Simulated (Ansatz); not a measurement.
# ScAl3: the cost of one run

Program: Ansatz 0.2.0. Level of theory: DFT PBE, scalar-relativistic, plane waves, PAW. These are calculated values, not measurements.

### 1 The starting structure

The structure is cubic, space group Pm-3m (No. 221). The conventional cell has a = 4.088 Å, b = 4.088 Å, c = 4.088 Å, α = 90.00°, β = 90.00°, γ = 90.00°. Sc (site symmetry m-3m) is surrounded by 12 Al at 2.89 Å. Al (site symmetry 4/mmm) has 4 Sc at 2.89 Å and 8 Al at 2.89 Å as nearest neighbours.

As a file:

```xyz
4
Lattice="4.0878 0.0000 0.0000 0.0000 4.0878 0.0000 0.0000 0.0000 4.0878" Properties=species:S:1:pos:R:3 pbc="T T T"
Sc    0.0000    0.0000    0.0000
Al    2.0439    0.0000    2.0439
Al    0.0000    2.0439    2.0439
Al    2.0439    2.0439    0.0000
```

The structure comes from the Materials Project (structure only).

### 2 Self-consistent density

Input file input.yaml:

```yaml
crystal:
  lattice:
    - [4.08780657, 0.0, 0.0]
    - [0.0, 4.08780657, 0.0]
    - [0.0, 0.0, 4.08780657]
  atoms:
    - { symbol: Sc, position: [0.0, 0.0, 0.0] }
    - { symbol: Al, position: [0.5, 0.0, 0.5] }
    - { symbol: Al, position: [0.0, 0.5, 0.5] }
    - { symbol: Al, position: [0.5, 0.5, 0.0] }
basis:
  ecutwfc: 500
  fft_grid_basis: typed
kpoints:
  mp_grid: { grid: [8, 8, 8] }
hamiltonian:
  xc: pbe
  pseudopotentials: { kind: paw }
scf:
  occupations: { method: gaussian, width: 0.05 }
output:
  forces: true
  stress: true
  eigenvalues: true
  bader: true
  write_density: true
  volumetric_format: npy
  elf: true
```

Launch:

```console
$ ansatz run input.yaml --threads 1 --pin off --max-ram 2560MiB --backend cpu --events-out ev --progress --plain --runs-dir out
```

What time and memory should one allow on 1 thread of Arm Neoverse V2, shared host?

About 14 s, with a peak of 0.34 GiB.
